## Four electrons to share: the energies of silicon structures

A silicon atom brings four valence electrons to its bonds. In the diamond structure it has four neighbours, so each contact holds one electron from either side, a full pair bond. With Z neighbours the same electrons must serve Z contacts, and the bond order, the number of pairs per contact, drops to 4/Z. Contacts should then become longer and weaker as their number grows. Whether the atom gains or loses overall depends on how well many weak contacts replace a few strong ones.

The simplest case of such sharing is hydrogen. In H₂ one electron pair serves one contact; in the triangular ion H₃⁺ one pair serves three, and the distance grows from roughly 0.74 to 0.87 Å. The likeness holds for the lengths only, because the ion also gains a proton and its energy can't be compared in this way.

Silicon structures computed with Ansatz 0.2.0 using plane-wave PAW DFT with the r2SCAN functional, scalar-relativistic and without spin polarization, at a wave cutoff of 500 eV. Cell and atoms were relaxed at zero pressure, and energies are per atom relative to the lowest computed structure.

| found from | space group number | atoms in cell | volume per atom (Å³) | over lowest (meV/atom) |
| --- | --- | --- | --- | --- |
| database cell | 227 | 2 | 20.17 | 0.0 |
| database cell | 194 | 4 | 20.16 | 13.0 |
| database cell | 12 | 8 | 20.95 | 82.0 |
| database cell | 63 | 12 | 21.70 | 110.0 |
| database cell | 139 | 4 | 21.28 | 117.0 |
| database cell | 206 | 8 | 18.36 | 186.0 |
| database cell | 148 | 8 | 18.19 | 196.0 |
| changed type | 64 | 4 | 17.59 | 400.0 |
| Sn type | 141 | 2 | 15.24 | 426.0 |
| Sn type | 191 | 1 | 14.94 | 439.0 |
| Ga type | 64 | 4 | 16.84 | 459.0 |
| Ca type | 221 | 1 | 16.12 | 473.0 |
| changed type | 166 | 3 | 16.18 | 501.0 |
| changed type | 166 | 12 | 18.40 | 610.0 |
| Mg type | 194 | 2 | 13.72 | 691.0 |
| Ti type | 191 | 3 | 14.32 | 704.0 |
| In type | 139 | 1 | 14.55 | 724.0 |
| W type | 223 | 8 | 14.15 | 806.0 |

The column "over lowest" gives the energy above the diamond structure, group 227. The first seven rows are networks of known types in which every atom has four neighbours, and they end at 196 meV/atom. The other eleven begin at 400 meV/atom. Five of these also belong to known types, with six neighbours in β-Sn (group 141) and simple cubic (group 221), eight in simple hexagonal (group 191, one atom), twelve in hexagonal close packing (group 194, two atoms), and up to about fourteen in the last row. The neighbours of the remaining six were not counted. The column "found from" names the start of each row and not its final structure, which is recognised here by the space group and the number of atoms. Relaxation kept the symmetry of the start, so some of these cells may be unstable to distortion.

Simple cubic silicon lets the sharing argument be tested on a length. Its contact is the cube root of the volume per atom, 16.12 Å³, which is 2.53 Å; diamond has 2.36 Å. Pauling's bond-order rule adds 0.6 Å × log₁₀(Z/4) to the diamond length, or 0.11 Å for six neighbours, where the calculation gives 0.17 Å. The rule was not adjusted to these structures, and it has the direction right but the amount too small.

A tempting rival is density: the tighter the packing, the higher the energy. Over all 18 rows a straight line in volume does describe the trend roughly, with a cost of about 87 meV/atom for each Å³ lost. Yet every cell was relaxed to zero pressure, so no structure stores work of compression. Simple cubic is denser than diamond although its contacts are longer; it gains density from more neighbours, not from squeezed bonds.

Pairs of rows show that density does not fix the energy. Group 206 and the 12-atom cell of group 166 have almost the same volume but differ by 424 meV/atom. β-Sn is denser than simple cubic and yet lies 47 meV/atom lower. Diamond itself, squeezed to the volume of β-Sn, would cost roughly 0.6 eV per atom, judged from a bulk modulus of about 100 GPa, whereas β-Sn costs 0.43 eV. That last value depends strongly on the functional, and simpler ones give clearly less.

A second rival is the band gap: perhaps a structure becomes costly when it turns metallic. The same calculations find gaps in the five lowest rows and none in group 206, which does lie above them. Yet it stays 214 meV/atom below the lowest of the other eleven rows, so the loss of a gap does not by itself bring the large cost. The open network of group 63 has a larger gap than the hexagonal form of diamond (group 194, four atoms), 0.70 against 0.61 eV, but a higher energy. Functionals of this kind make gaps too small, so group 206 may really have a narrow one; even so, the size of the gap does not set the order.

Sharing can also be turned into an energy. If the strength of a contact falls slightly faster than 1/Z, the sum over all contacts shrinks slowly, and the loss grows nearly as ln(Z/4). A line in ln(Z/4), fitted to the twelve rows with known neighbour numbers, leaves a scatter of 78 meV/atom, against 105 for a line in volume on the same rows. This lead is modest, and the case against density rests more on the pairs above. The printed output below gives both comparisons.

The line fails in two ways. It puts diamond 116 meV/atom too high, mostly because one value must serve all seven fourfold networks, whose mean is 101 meV/atom. It puts simple cubic, which was part of the fit, about 130 meV/atom too low, because the line rises too gently between four neighbours and six. Nor does the count order all the denser rows: simple hexagonal, with eight neighbours, lies 34 meV/atom below simple cubic with six. Theory offers a reason for the steep rise beyond four. An atom's four electrons, each paired with one from a neighbour, fill exactly four directed bonds, and a fifth or sixth neighbour finds no electrons reserved for it.

Directed bonds also give a likely reason why most of the other fourfold networks lie well above diamond. They favour tetrahedral angles, and a network that bends them pays for it whether it is open or dense. The hexagonal form of diamond keeps nearly tetrahedral angles and costs only 13 meV/atom, a small difference that the angles don't account for. Group 139 with four atoms contains square rings and lies at 117 meV/atom, although it is less dense than diamond. Group 206 is denser than diamond, with bent angles too, and lies at 186 meV/atom. Among the twelve rows with known neighbour numbers, every fourfold network lies below every structure with more neighbours; the six uncounted rows can't test this. To place another silicon structure, a sensible first question is therefore whether its atoms have four neighbours or more, and the next, if there are four, is how far the angles are bent.

Numerical output:

```
fit of En on 18 rows: constant 1902 +/- 204, coefficient of Vol -87.28 +/- 12; rms 120, worst changed type -314, leave-one-out rms 133
Step from highest fourfold row to lowest other row (meV/atom): 204
Lowest other row less gapless group 206 (meV/atom): 214
Correlation of energy with volume on 12 assigned rows: -0.9195
Correlation of energy with ln(Z/4) on the same rows: 0.957
Scatter left by a line in volume on these rows (meV/atom): 105.2
Scatter left by a line in ln(Z/4) on these rows (meV/atom): 77.6
Line in ln(Z/4) less computed for simple cubic (meV/atom): -129.1
Line in ln(Z/4) less computed for simple hexagonal (meV/atom): 66.68
Line in ln(Z/4) less computed for diamond (meV/atom): 116
Group 166 with 12 atoms less group 206 (meV/atom): 424
Group 139 with 1 atom less simple hexagonal (meV/atom): 285
Simple cubic less beta-Sn (meV/atom): 47
Rough cost of diamond squeezed to the volume of group 206 (meV/atom): 59.26
Rough cost of diamond squeezed to the volume of beta-Sn (meV/atom): 597.8
Rough cost of diamond squeezed to the volume of hcp (meV/atom): 1215
Contact length in diamond (angstrom): 2.357
Contact length in simple cubic (angstrom): 2.526
Contact length in hcp at ideal axial ratio (angstrom): 2.687
Pauling rule with 0.6 angstrom for six neighbours (angstrom): 2.463
Pauling rule with 0.6 angstrom for twelve neighbours (angstrom): 2.644
```
